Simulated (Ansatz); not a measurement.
The following input was run with Ansatz 0.2.0.

```yaml
crystal:
  lattice:
    - [2.8220914054, 0.0, 0.0]
    - [0.0, 2.8220914054, 0.0]
    - [0.0, 0.0, 4.076765125]
  atoms:
    - { symbol: Ti, position: [0.0, 0.0, 0.0] }
    - { symbol: Al, position: [0.5, 0.5, 0.5] }
basis:
  ecutwfc: 420
kpoints:
  mp_grid: { grid: [14, 14, 10] }
  band_path:
    path:
      - [[0.0, 0.0, 0.0], [0.0, 0.5, 0.0], [0.5, 0.5, 0.0], [0.0, 0.0, 0.0], [0.0, 0.0, 0.5], [0.0, 0.5, 0.5], [0.5, 0.5, 0.5], [0.0, 0.0, 0.5]]
      - [[0.0, 0.5, 0.0], [0.0, 0.5, 0.5]]
      - [[0.5, 0.5, 0.0], [0.5, 0.5, 0.5]]
    npoints: 14
hamiltonian:
  xc: pbe
scf:
  occupations: { method: gaussian, width: 0.1 }
  n_extra_bands: 6
output:
  forces: true
  stress: true
  eigenvalues: true
  populations: true
  dos: { projected: true, de: 0.02, nscf_kmesh: { grid: [21, 21, 15] } }
  bader: true
  write_density: true
  write_potential: true
  elf: true
  volumetric_format: npy
```

Command:
```bash
ansatz run input.yaml --threads 1 --pin off --max-ram 2560MiB --backend cpu --events-out ev --progress --plain --runs-dir out
```

All numbers below come from DFT PBE, scalar-relativistic, plane waves, PAW (Ansatz).

From the run's log, abridged:

```
scf.n_extra_bands = 6 over 8 filled bands (N_el = 15.0): the run solves 14 bands
Pseudopotentials: kind: paw
Pseudopotential: Ti, paw, valence charge 12, recommended cutoff 420 eV (normal)
Pseudopotential: Al, paw, valence charge 3, recommended cutoff 420 eV (normal)
Functional definition: PBE
Crystal: 2 atoms, lattice volume = 32.468 Å³
Basis set: ecut = 420 eV, 649 PW (Γ), exchange–correlation on 40×40×60 points (8 copies of the dense FFT grid, shifted against one another)
Bands: 14, of which v1, the nominal top of the filled ones, is band 8 counted from 1 (7 counted from 0)
Symmetry: 16 space group operations
Space group: P4/mmm (ITA 123), of the structure as read, at distance tolerance 3.2e-5 Å
k-points: 216 of 1960
Initial density: superposition of atomic densities (neutral atoms: chi_scale 0, normalization atom), corrected by the library's trained network
Initial wavefunctions: pseudopotential atomic-orbital guess
Functional: x = pbe(κ = 0.804, μ = 0.21951497), c = pbe(β = 0.06672455)
SCF iter   1: F=—  HF=-3037.984596 eV  |F-HF|=—  |Δ(HF+E_count)|=         —  Δρ=3.69e-3  dr2=3.56e-3  ethr=1.77e-3  ⟨swp⟩=5.0  Hψ=14428  notcnv=0
SCF iter   2: F=—  HF=-3037.984196 eV  |F-HF|=—  |Δ(HF+E_count)|=   4.00e-4  Δρ=2.19e-3  dr2=1.69e-3  ethr=2.38e-5  ⟨swp⟩=1.0  Hψ=4752  notcnv=0
SCF iter   3: F=—  HF=-3037.984034 eV  |F-HF|=—  |Δ(HF+E_count)|=   1.62e-4  Δρ=2.20e-4  dr2=3.17e-5  ethr=1.13e-5  ⟨swp⟩=1.3  Hψ=2796  notcnv=0
SCF iter   4: F=—  HF=-3037.984068 eV  |F-HF|=—  |Δ(HF+E_count)|=   3.38e-5  Δρ=6.94e-5  dr2=2.90e-6  ethr=2.11e-7  ⟨swp⟩=2.0  Hψ=3326  notcnv=0
SCF iter   5: F=-3037.984067 eV  HF=-3037.984067 eV  |F-HF|=1.62e-8  |Δ(HF+E_count)|=   7.54e-7  Δρ=1.38e-5  dr2=4.30e-8  ethr=1.94e-8  ⟨swp⟩=2.2  Hψ=3350  notcnv=0
SCF iter   6: F=-3037.984067 eV  HF=-3037.984067 eV  |F-HF|=1.45e-9  |Δ(HF+E_count)|=   7.83e-9  Δρ=2.83e-6  dr2=2.08e-9  ethr=2.87e-10  ⟨swp⟩=6.6  Hψ=15237  notcnv=0
SCF 1 converged in 6 iterations: F = -3037.984067 eV  dr2 = 2.08e-9
SCF converged after 6 iterations
Free energy (F): -3037.984067 eV
Harris-Foulkes:  -3037.984067 eV  (|F-HF|=1.45e-9)
Internal energy: -3037.975540 eV  (E = F + TS)
E sigma→0 (E₀):  -3037.979803 eV
Entropy (-TS):   -0.008527 eV (-4.263 meV/atom)
Fermi energy:    10.980504 eV
--- Per-component energies (eV) ---
  E_band       = -164.855315
  E_kinetic    = 296.435370
  E_local      = -1077.963575  (includes V_loc(G=0)·N_el)
  E_nonlocal   = 19.102338
  E_hartree    = 462.219573
  E_xc         = -137.737813
  E_vxc        = -151.611521  (∫ρ·V_xc dr)
  E_paw        = -1515.538630  (= ΣΔE_a)
  E_vpaw       = -175.255433  (= ΣTr[D̂ρ^β])
  E_aug_tail   = 0.000126  (compensation charges beyond the density's cutoff)
  E_ewald      = -1084.492929
  E_smearing   = -0.008527  (= −TS)
--- Forces (eV/Å), atoms counted from 1 ---
  atom   1  Ti     0.00000000     0.00000000     0.00000000
  atom   2  Al     0.00000000     0.00000000     0.00000000
--- Stress (GPa, compression-positive) ---
       -0.009570       0.000000       0.000000
        0.000000      -0.009570       0.000000
        0.000000       0.000000       0.013843
  P = ⅓ Tr σ = -0.0018 GPa (-0.018 kbar)
--- Band table (eV; the first three rows and the last of 216) ---
  k-point 0: bands = ["-45.6285", "-22.0308", "-21.5910", "-21.5910", "1.9368", "9.1021", "10.1269", "10.5816", "13.1346", "13.1346", "14.2804", "17.1053", "19.3570", "19.3570"]
  k-point 1: bands = ["-45.6284", "-22.0324", "-21.5910", "-21.5910", "2.0279", "8.6789", "10.1421", "10.7979", "13.0978", "13.0978", "14.2816", "17.4079", "19.5051", "19.5051"]
  k-point 2: bands = ["-45.6283", "-22.0366", "-21.5908", "-21.5908", "2.2927", "7.8175", "10.1826", "11.1252", "13.0054", "13.0054", "14.2850", "18.1950", "19.5734", "19.9259"]
  k-point 215: bands = ["-45.5131", "-21.9996", "-21.9996", "-21.9295", "8.4653", "8.7200", "8.7200", "12.7324", "13.0964", "13.6687", "15.1381", "15.1381", "15.1743", "15.9639"]
--- Löwdin populations: 2 sites ---
  site symbol q [e]
     0     Ti     11.4801
     1     Al      3.4355
  spilling = 0.005622 (of n_electrons = 15.000000)
--- Bader charges: 2 sites ---
  site symbol charge [e]  shift [e]
     0     Ti      0.6805     0.0005
     1     Al     -0.6805     0.0005
  estimated error of the sums over rays = 4.6e-4 e
```

The run converged.

Time: 13 s on 1 thread of AMD EPYC 9R45 96-Core Processor (Zen 5) (shared host), peak memory 0.47 GiB.